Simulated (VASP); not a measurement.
Wanted: the native input for a VASP 6.6.1 run.

```
Task                   : single point
Functional             : PBE
Dispersion             : D3(BJ)
Potentials or basis    : VASP PAW PBE potentials, release 64 (Sn_d, Se)
Cutoff                 : 520 eV
k mesh                 : 7 × 6 × 1
Occupations            : gaussian, width 0.03 eV
Spin                   : no spin polarisation
Dipole correction      : yes
Further INCAR settings : ALGO = Normal; EDIFF = 1e-06
```

The structure of SnSe lies in POSCAR:

```
SnSe                                    
1.0
    4.1722140000      0.0000000000      0.0000000000
    0.0000000000      4.3796770000      0.0000000000
    0.0000000000      0.0000000000     29.5274296900
  Sn              Se            
     6     6
Direct
     0.7500000000000000    0.9153214009422534    0.2555728497052938
     0.2500000000000000    0.4111286452193635    0.3558844798989455
     0.7500000000000000    0.5913695322254464    0.4487745497577382
     0.2500000000000000    0.0913695322254465    0.5512254502422618
     0.7500000000000000    0.9111286452193634    0.6441155201010544
     0.2500000000000000    0.4153214009422534    0.7444271502947064
     0.2500000000000000    0.4723074157555185    0.2628941726584487
     0.7500000000000000    0.9735838326425124    0.3477699310469761
     0.2500000000000000    0.0211061732149039    0.4581826557584622
     0.7500000000000000    0.5211061732149037    0.5418173442415377
     0.2500000000000000    0.4735838326425123    0.6522300689530240
     0.7500000000000000    0.9723074157555185    0.7371058273415511
```

One way to write it, as run:

INCAR

```
ALGO     = Normal         # electronic algorithm
DIPOL    = 0.5 0.5 0.500
EDIFF    = 1E-6           # SCF threshold, eV
ENCUT    = 520            # plane-wave cutoff, eV
GGA      = PE             # functional
ICORELEVEL= 1            
IDIPOL   = 3            
ISIF     = 2              # what is computed and relaxed
ISMEAR   = 0              # smearing method
IVDW     = 12             # dispersion correction
KPAR     = 4            
LASPH    = T              # aspherical terms in the spheres
LCHARG   = F              # write CHGCAR
LDIPOL   = T            
LREAL    = F              # projectors in reciprocal space
LVACPOTAV= T            
LVHAR    = T            
LWAVE    = F              # write WAVECAR
NELM     = 80             # most SCF steps
PREC     = Accurate       # precision mode
SIGMA    = 0.03           # smearing width, eV
```

KPOINTS

```
k-points
0
Gamma
  7 6 1
```

Potentials or basis: VASP PAW PBE potentials, release 64 (Sn_d, Se).

Launch:

```bash
$ cat potpaw_PBE.64/Sn_d/POTCAR potpaw_PBE.64/Se/POTCAR > POTCAR
$ mpirun -np 4 vasp_std > vasp.out
```

It gave:

The largest force is 0.019 eV/Å, the band gap on the k mesh is 0.91 eV, indirect (least direct gap 1.18 eV) and the dispersion energy per atom is -0.322 eV. The ionisation potential of the upper face is 4.38 eV.

Caveat: spin-orbit coupling is left out, which moves the levels of the heavy elements.

Wall time 3.6 min on 4 MPI ranks on Intel(R) Xeon(R) 6975P-C (Granite Rapids), with other jobs on the host, peak memory 0.82 GiB a rank.
